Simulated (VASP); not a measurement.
Write the native input for VASP 6.6.1 that does the following.

```yaml
Task: single point
Functional: PBEsol
Potentials_or_basis: VASP PAW PBE potentials, release 64 (I, Ag)
Cutoff: 520 eV
k_mesh: 7 × 7 × 4
Occupations: fermi-dirac, width 0.05 eV
Spin: no spin polarisation
Ladder: free
Further_INCAR_settings: ALGO = Normal; EDIFF = 1e-07; NBANDS = 26
```

The structure of AgI (Iodargyrite) lies in POSCAR:

```
AgI
1.0
    4.5900000000      0.0000000000      0.0000000000
   -2.2950000000      3.9750566034      0.0000000000
    0.0000000000      0.0000000000      7.5200000000
I Ag
2 2
Direct
    0.3333333333      0.6666666667      0.5000000000
    0.6666666667      0.3333333333      0.0000000000
    0.3333333333      0.6666666667      0.1300000000
    0.6666666667      0.3333333333      0.6300000000
```

These files were run (other wordings do the same):

INCAR

```
PREC = Accurate ; ENCUT = 520
EDIFF = 1E-7 ; ISMEAR = -1
SIGMA = 0.05 ; LREAL = F
LASPH = T ; NELM = 100
ALGO = Normal ; ISIF = 2
LWAVE = F ; LCHARG = T
GGA = PS ; LELF = T
LVHAR = T ; NBANDS = 26
```

KPOINTS

```
regular mesh
0
Gamma
  7 7 4
```

Potentials or basis: VASP PAW PBE potentials, release 64 (I, Ag).

Run with:

```bash
$ cat potpaw_PBE.64/I/POTCAR potpaw_PBE.64/Ag/POTCAR > POTCAR
$ mpirun -np 1 vasp_std > vasp.out
```

It gave:

The pressure is -0.8 GPa and the largest force is 0.079 eV/Å. The band gap on the k mesh is 1.24 eV, direct.

Caveat: the PAW data sets were made with another functional, which shifts forces and pressure a little; spin-orbit coupling is left out, which moves the levels of the heavy elements.

Run time: 88 s on 1 thread of Intel(R) Xeon(R) Platinum 8259CL CPU @ 2.50GHz (Skylake/Cascade Lake), with other jobs on the host, peak memory 0.29 GiB.
